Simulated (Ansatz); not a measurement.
The cell comes from COD entry 9012106, which wasn't checked; take it as a given geometry.

F: DFT, PBE, PAW with Ansatz's default frozen-core files, scalar-relativistic (Ansatz 0.2.0).

```yaml
crystal:
  lattice:
    - [2.75, -1.64, 0.0]
    - [2.75, 1.64, 0.0]
    - [-1.53472, 0.0, 7.11639]
  atoms:
    - { symbol: F, position: [0.968, 0.602, 0.0997] }
    - { symbol: F, position: [0.398, 0.032, 0.4003] }
    - { symbol: F, position: [0.032, 0.398, 0.9003] }
    - { symbol: F, position: [0.602, 0.968, 0.5997] }
kpoints:
  mp_grid: { grid: [9, 9, 4] }
  band_path:
    path:
      - [0.0, 0.0, 0.0]
      - [-0.3430476407, 0.3430476407, 0.0]
      - [-0.6569523593, -0.3430476407, 0.0]
      - [-0.5, -0.5, 0.0]
      - [0.0, 0.0, 0.0]
      - [-0.5, -0.5, 0.5]
      - [-0.6717718977, -0.3282281023, 0.5]
      - [-0.3282281023, 0.3282281023, 0.5]
      - [0.0, 0.0, 0.5]
    npoints: 8
scf:
  occupations: { method: fermi_dirac, width: 0.02 }
hamiltonian:
  xc: pbe
  pseudopotentials: { kind: paw }
output:
  forces: true
  stress: true
  eigenvalues: true
  efg: { contact_densities: true }
  populations: true
  bader: true
  dos: { projected: true, de: 0.2, e_range: [-14, 8] }
```

Output:

```
Engine: ansatz 0.2.0
Pseudopotentials: kind: paw
Pseudopotential: F, paw, valence charge 7, recommended cutoff 420 eV (normal)
Functional definition: PBE
  parameter kappa = 0.804
  parameter beta = 0.06672455060314922
  exchange = pbe_x(kappa = kappa, mu = beta*pi^2/3)
  correlation = pbe_c(beta = beta)
Crystal: 4 atoms, lattice volume = 64.190 Å³
Basis set: ecut = 420 eV, 1289 PW (Γ), exchange–correlation on 48×48×100 points (8 copies of the dense FFT grid, shifted against one another)
Bands: 18, of which v1, the nominal top of the filled ones, is band 14 counted from 1 (13 counted from 0)
Symmetry: 4 space group operations
Space group: C2/c (ITA 15), of the structure as read, at distance tolerance 4.0e-5 Å
k-points: 95 of 324
Non-local potential: F, projectors of the file, l = 0: 2, l = 1: 2, l = 2: 1
PAW form: soft (Blöchl's): semilocal exchange-correlation on the pseudo side does not see the compensation charge
PAW one-centre angular grid: F, 110 points (default); XC on 64 Gauss nodes
Initial density: superposition of atomic densities (neutral atoms: chi_scale 0, normalization atom), corrected by the library's trained network
Initial wavefunctions: pseudopotential atomic-orbital guess
Functional: x = pbe(κ = 0.804, μ = 0.2195149727645171), c = pbe(β = 0.06672455060314922)
SCF iter   1: F=—  HF=-3222.268915 eV  |F-HF|=—  |Δ(HF+E_count)|=         —  Δρ=2.24e-3  dr2=1.07e-3  ethr=1.77e-3  ⟨swp⟩=4.3  Hψ=6977  notcnv=0
preconditioner: auto → none  [insulator: Δε(μ)=1.969 eV  Ē_g=15.564 eV  σ=0.020 eV  W_gap=1.00  n_scr=16 (ndim 8)  ℏωp=24.5 eV  f_vac=0.303  D(μ)=0.00/eV (n_scr^D=0)  ε∞_Penn≈3.5]
SCF iter   2: F=—  HF=-3222.272420 eV  |F-HF|=—  |Δ(HF+E_count)|=   3.50e-3  Δρ=1.17e-3  dr2=2.18e-4  ethr=3.84e-6  ⟨swp⟩=2.0  Hψ=4180  notcnv=0
SCF iter   3: F=—  HF=-3222.273217 eV  |F-HF|=—  |Δ(HF+E_count)|=   7.98e-4  Δρ=3.42e-4  dr2=2.49e-5  ethr=7.80e-7  ⟨swp⟩=2.0  Hψ=3040  notcnv=0
SCF iter   4: F=—  HF=-3222.273379 eV  |F-HF|=—  |Δ(HF+E_count)|=   1.62e-4  Δρ=7.64e-5  dr2=1.14e-6  ethr=8.88e-8  ⟨swp⟩=2.1  Hψ=2776  notcnv=0
iter 5 did not close the SCF: its close was put off for the readings that it lacked (scf_convergence_deferred on its scf_iter line)
SCF iter   5: F=-3222.273383 eV  HF=-3222.273383 eV  |F-HF|=6.70e-8  |Δ(HF+E_count)|=   3.94e-6  Δρ=1.46e-5  dr2=5.73e-8  ethr=4.08e-9  ⟨swp⟩=2.0  Hψ=2654  notcnv=0
SCF iter   6: F=-3222.273383 eV  HF=-3222.273383 eV  |F-HF|=1.85e-9  |Δ(HF+E_count)|=   8.76e-8  Δρ=5.02e-6  dr2=7.83e-9  ethr=2.05e-10  ⟨swp⟩=2.0  Hψ=5570  notcnv=0
SCF 1 converged in 6 iterations: F = -3222.273383 eV  dr2 = 7.83e-9
  greatest PAW one-centre occupation: 0.940 electrons in one spin orbital (limit 2), on the F atom at site 3 (counted from 0), in its partial waves of l = 0
NSCF: frozen V_eff on 65 k-points
SCF converged after 6 iterations
Free energy (F): -3222.273383 eV
Harris-Foulkes:  -3222.273383 eV  (|F-HF|=1.85e-9)
Internal energy: -3222.273383 eV  (E = F + TS)
E sigma→0 (E₀):  -3222.273383 eV
Fermi energy:    -2.819548 eV
--- Per-component energies (eV) ---
  E_band       = -327.070610
  E_kinetic    = 803.703973
  E_local      = -2772.811224  (includes V_loc(G=0)·N_el)
  E_nonlocal   = 293.118082
  E_hartree    = 1002.053192
  E_xc         = -311.708775
  E_vxc        = -399.087767  (∫ρ·V_xc dr)
  E_paw        = -795.543936  (= ΣΔE_a)
  E_vpaw       = -256.106728  (= ΣTr[D̂ρ^β])
  E_aug_tail   = 0.007777  (compensation charges beyond the density's cutoff)
  E_ewald      = -1441.092473
  E_smearing   = -0.000000  (= −TS)
  E_closure    = 0.000000  (closes the sum)
  Σ components = -3222.273383   (vs F -3222.273383, Δ=0.00e0)
--- Forces (eV/Å), atoms counted from 1 ---
  atom   1  F     -0.12799128    -0.57596732    -1.82967074
  atom   2  F      0.12799128    -0.57596732     1.82967074
  atom   3  F      0.12799128     0.57596732     1.82967074
  atom   4  F     -0.12799128     0.57596732    -1.82967074
  max |Σ_I F_I| component: 2.22e-16 eV/Å
--- Stress (GPa, compression-positive) ---
        0.819384       0.000000      -0.708373
        0.000000      -0.516576       0.000000
       -0.708377       0.000000     -12.714597
  P = ⅓ Tr σ = -4.1373 GPa (-41.373 kbar)
--- PAW observables at the nuclei: V_zz in 10²¹ V/m², potentials from the cell's mean, atoms counted from 1 ---
  atom   1  F  V_zz =   +61.363829   η = 0.0067   by run symmetry: allowed
            electrostatic potential = -727.420823 V   contact ρ = 3135.441602 e/Å³
  atom   2  F  V_zz =   +61.363829   η = 0.0067   by run symmetry: allowed
            electrostatic potential = -727.420823 V   contact ρ = 3135.441602 e/Å³
  atom   3  F  V_zz =   +61.363829   η = 0.0067   by run symmetry: allowed
            electrostatic potential = -727.420823 V   contact ρ = 3135.441602 e/Å³
  atom   4  F  V_zz =   +61.363829   η = 0.0067   by run symmetry: allowed
            electrostatic potential = -727.420823 V   contact ρ = 3135.441602 e/Å³
--- Band table (eV; the first three rows and the last of 95) ---
  k-point 0: bands = ["-27.7029", "-27.5755", "-22.7843", "-22.4653", "-9.9370", "-9.1487", "-6.5599", "-6.5477", "-6.4957", "-6.4251", "-4.1075", "-4.0151", "-3.9453", "-3.8346", "-1.8564", "-0.8949", "5.5817", "7.8559"]
  k-point 1: bands = ["-27.6849", "-27.5949", "-22.7375", "-22.5120", "-9.8298", "-9.2744", "-6.5461", "-6.5307", "-6.4977", "-6.4431", "-4.0915", "-4.0068", "-3.9532", "-3.8573", "-1.7145", "-1.0372", "5.7963", "7.1776"]
  k-point 2: bands = ["-27.6407", "-27.6407", "-22.6248", "-22.6248", "-9.5612", "-9.5612", "-6.5189", "-6.5189", "-6.4857", "-6.4857", "-4.0454", "-4.0454", "-3.9125", "-3.9125", "-1.3765", "-1.3765", "6.3722", "6.3722"]
  k-point 94: bands = ["-27.5319", "-27.5319", "-22.5496", "-22.5496", "-9.5071", "-9.5071", "-7.3309", "-7.3309", "-6.7705", "-6.7705", "-4.4020", "-4.4020", "-4.1168", "-4.1168", "-1.2516", "-1.2516", "10.4741", "10.4741"]
--- Löwdin populations: 4 sites ---
  site symbol       q [e]
     0      F      6.9883
     1      F      6.9883
     2      F      6.9883
     3      F      6.9883
  spilling = 0.001672 (of n_electrons = 28.000000)
--- Bader charges: 4 sites ---
  site symbol  charge [e]  shift [e]
     0      F      0.0000     0.0000
     1      F      0.0000     0.0000
     2      F      0.0000     0.0000
     3      F      0.0000     0.0000
  estimated error of the sums over rays = 2.8e-5 e
```

populations.tsv:

```
# site	symbol	l	j	q
# orbitals = lowdin
# n_electrons = 28.000000
# spilling = 0.001672
0	F	0_2S	-	1.966083
0	F	1_2P	-	5.022210
1	F	0_2S	-	1.966083
1	F	1_2P	-	5.022210
2	F	0_2S	-	1.966083
2	F	1_2P	-	5.022210
3	F	0_2S	-	1.966083
3	F	1_2P	-	5.022210
```

bader_charges.tsv:

```
# site	symbol	x_ang	y_ang	z_ang	partial_charge_e	electrons	volume_ang3	relative_density_drop	shared_charge_e	partial_wave_shift_e
# quadrature_error_electrons = 2.8e-5
0	F	4.1645	-0.6002	0.7095	0.00000	9.00000	15.85	-	0.00000	0.00000
1	F	0.5682	-0.6002	2.8487	0.00000	9.00000	15.85	-	0.00000	0.00000
2	F	-0.1992	0.6002	6.4069	0.00000	9.00000	15.85	-	0.00000	0.00000
3	F	3.3971	0.6002	4.2677	0.00000	9.00000	15.85	-	0.00000	0.00000
```
